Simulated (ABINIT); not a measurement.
A run of ABINIT 10.8.3 (patched build) is set up as follows.

File run.abi:

```
# Pseudopotentials
pp_dirpath "./"
pseudos "Bi.upf, Te.upf, Se.upf"

# Structure
acell 10.8756930859 10.8756930859 10.8756930859 Angstrom
rprim
     0.1986971078     0.1147178287     0.9733238306
    -0.1986971078     0.1147178287     0.9733238306
     0.0000000000    -0.2294356574     0.9733238306
ntypat 3
znucl 83 52 34
natom 5
typat 1 1 2 2 3
xred
     0.3917212400     0.3917212400     0.3917212400
     0.6082787600     0.6082787600     0.6082787600
     0.7804048700     0.7804048700     0.7804048700
     0.2195951300     0.2195951300     0.2195951300
     0.0000000000     0.0000000000     0.0000000000

# Plane-wave basis
ecut 40.0

# k points
kptopt 1
ngkpt 5 5 5
nshiftk 1
shiftk 0.0 0.0 0.0

# Exchange and correlation
ixc 7

# Bands and occupations
nband 47
occopt 3
tsmear 0.00183747

# SCF cycle
nstep 100
tolvrs 1.0e-10

# Output
iomode 3
prtwf 0
prteig 0
prtebands 0
enunit 1
prtden 1
prtvha 1
prtvclmb 1
prtpot 1
prtelf 1
```

Potentials or basis: PseudoDojo NC SR LDA v0.4.1 standard.

Run with:

```console
$ mpirun --bind-to none -np 4 abinit run.abi > log 2>&1
```

**Question.** What does it give for the band gap on the k mesh?

**Answer.** 0.37 eV, direct.

**Question.** What does it give for the pressure?

**Answer.** -2.7 GPa.

Forces in eV/Å, atoms in the order of the input:
```
Bi   0.000  0.000 -0.037
Bi   0.000  0.000  0.037
Te   0.000  0.000 -0.126
Te   0.000  0.000  0.126
Se   0.000  0.000  0.000
```

Caveat: spin-orbit coupling is left out, which as a rule narrows the gap of such compounds by several tenths of an eV; an odd mesh through Γ misses points on the zone boundary, where band edges often lie.
